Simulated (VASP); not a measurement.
Input of a VASP 6.6.1 run:

INCAR

```
PREC     = Accurate       # precision mode
ENCUT    = 600            # plane-wave cutoff, eV
EDIFF    = 1E-7           # SCF threshold, eV
ISMEAR   = 0              # smearing method
SIGMA    = 0.02           # smearing width, eV
LREAL    = F              # projectors in reciprocal space
LASPH    = T              # aspherical terms in the spheres
NELM     = 80             # most SCF steps
ALGO     = Normal         # electronic algorithm
ISIF     = 3              # what is computed and relaxed
LWAVE    = F              # write WAVECAR
LCHARG   = F              # write CHGCAR
IBRION   = 2              # ionic algorithm
NSW      = 60             # ionic steps
EDIFFG   = -0.01          # ionic threshold
LATTICE_CONSTRAINTS= .FALSE. .FALSE. .TRUE.
```

KPOINTS

```
regular mesh
0
Gamma
  8 6 8
```

The input POSCAR:

```
AlN
1.0
    3.1377822191      0.0000000000      0.0000000000
    0.0000000000      4.4374941700      0.0000000000
    0.0000000000      0.0000000000      3.0306697597
Al N
2 2
Direct
    0.0000000000      0.0000000000      0.0000000000
    0.5000000000      0.5000000000      0.5000000000
    0.0000000000      0.2500000000      0.5000000000
    0.5000000000      0.7500000000      0.0000000000
```

Potentials or basis: VASP PAW LDA potentials, release 64 (Al, N).

Launch:

```console
$ cat potpaw_LDA.64/Al/POTCAR potpaw_LDA.64/N/POTCAR > POTCAR
$ mpirun -np 1 vasp_std > vasp.out
```

Estimate the relaxed volume.

10.60 Å³/atom.

Estimate the band gap on the k mesh.

3.04 eV.

What does it give for the relaxed cell?

a = 3.138 Å, b = 4.437 Å, c = 3.044 Å, α = 90.00°, β = 90.00°, γ = 90.00°.

Stress tensor (GPa, compression positive):
```
-11.22   0.00   0.00
  0.00  -7.93   0.00
  0.00   0.00   0.02
```

A k mesh can miss the band edges. As with any semilocal functional, this LDA gap is likely too small.
